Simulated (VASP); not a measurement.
## VASP inputs for SrO (strained rocksalt)

INCAR

```
GGA = PE
LASPH = .TRUE.
ENCUT = 520
LCHARG = .FALSE.
NELM = 120
NSW = 0
PREC = Accurate
SIGMA = 0.02
LWAVE = .FALSE.
ISIF = 2
EDIFF = 1E-7
ISMEAR = -1
NBANDS = 15
LREAL = .FALSE.
IBRION = -1
```

KPOINTS

```
KPOINTS created by Atomic Simulation Environment
0
Gamma
8 8 8
0 0 0
```

KPOINTS_OPT

```
special points
7
Reciprocal
0.0000000000 0.0000000000 0.0000000000 1
0.5000000000 0.0000000000 0.5000000000 1
0.6250000000 0.2500000000 0.6250000000 1
0.3750000000 0.3750000000 0.7500000000 1
0.5000000000 0.5000000000 0.5000000000 1
0.5000000000 0.2500000000 0.7500000000 1
0.0000000000 0.5000000000 0.5000000000 1
```

POSCAR

```
Sr O
 1.0000000000000000
     0.0000000000000000    2.5024955561000000    2.5024955561000000
     2.5024955561000000    0.0000000000000000    2.5024955561000000
     2.5024955561000000    2.5024955561000000    0.0000000000000000
 Sr  O
   1   1
Cartesian
  0.0000000000000000  0.0000000000000000  0.0000000000000000
  2.5024955561000000  2.5024955561000000  2.5024955561000000
```

VASP ran with the recommended PBE PAW datasets (16 valence electrons in the cell).

Question: Predict the results.

Answer: gap between bands v and c 3.20 eV; least direct gap 3.22 eV; pressure 13.0 GPa.

Band v is the last that the valence electrons fill when counted band by band, and c is the next. Levels in eV from the top of v:

| point | v−1 | v | c | c+1 |
| --- | --- | --- | --- | --- |
| Γ | 0.00 | 0.00 | 4.59 | 6.38 |
| X | -0.02 | -0.02 | 3.20 | 8.44 |
| K | -0.61 | -0.35 | 4.88 | 8.35 |
| L | -1.31 | -1.31 | 6.91 | 9.13 |
| W | -0.34 | -0.34 | 6.24 | 6.24 |
